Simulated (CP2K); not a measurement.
## Ti in CP2K: the effect of functional

Crystal: Ti.

```
Ti
1.0
     2.95000    0.00000    0.00000
    -1.47500    2.55477    0.00000
     0.00000    0.00000    4.68000
Ti
2
Cartesian
  1.4750 0.8516 3.5100
  0.0000 1.7032 1.1700
```

Alike in all runs:

```yaml
Program: CP2K 2026.2
Task: atomic charges
Potentials_or_basis: POTENTIAL_UZH Ti GTH-PBE-q12; TZVP-MOLOPT-PBE-GTH basis
Density_cutoff: 9184 eV
k_mesh: 10 × 10 × 6
Occupations: fermi-dirac, width 0.05 eV
Spin: no spin polarisation
```

Problem. One run gave: pressure -9.3 GPa. Which functional did it use?
A. PBE
B. LDA
C. r2SCAN
D. HLE16
E. PBEsol

Solution. B.

```tsv
functional	pressure (GPa)
PBE	-1.4
LDA	-9.3
PBEsol	-5.5
HLE16	-22.2
BEEF-vdW	-1.2
RPBE	1.6
r2SCAN	-1.7
```

Caveats: the basis of atomic orbitals isn't converged, which shifts pressures, moduli and gaps; the potentials were made for another functional, which shifts forces and pressure (some runs); the potentials were made for a functional far from this one (some runs).
